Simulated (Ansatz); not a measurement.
This Ansatz 0.2.0 run on Sr needs a look.

The input input.yaml:

```yaml
crystal:
  lattice:
    - [0.0, 3.04235, 3.04235]
    - [3.04235, 0.0, 3.04235]
    - [3.04235, 3.04235, 0.0]
  atoms:
    - { symbol: Sr, position: [0.0, 0.0, 0.0] }
hamiltonian:
  xc: blyp
  pseudopotentials: { kind: nc_fr }
  dispersion: d3bj
  hubbard: { sites: [{ species: Sr, l: f, u_eff: 30.0 }] }
magnetization:
  noncollinear: true
  spin_orbit: true
kpoints:
  mp_grid: { grid: [8, 8, 8] }
scf:
  occupations: { method: methfessel_paxton, width: 0.05 }
  max_iter: 60
output:
  forces: true
  stress: true
  eigenvalues: true
```

Potentials or basis: Ansatz NC.

The run is started by

```bash
$ ansatz run input.yaml --threads 1 --pin off --max-ram 2560MiB --backend cpu --events-out ev --progress --plain --runs-dir out
```

Output:

```text
Error: inconsistent input (hamiltonian.hubbard.sites[].l, hamiltonian.hubbard.sites[].shell): the file of Sr doesn't list 4f, and it can't be added: PBE doesn't bind the shell 4f of the free atom, whose level lies at +0.95 eV. Type an atom or ion with it (hamiltonian.pseudopotentials.projection_atoms), take another file or name another shell
```

What happened, and what is wrong with the input?

The program refused the input. The input holds a flaw that was put in on purpose: a U on a shell that isn't there (hamiltonian.hubbard = {"sites": [{"species": "Sr", "l": "f", "u_eff": 30.0}]}).
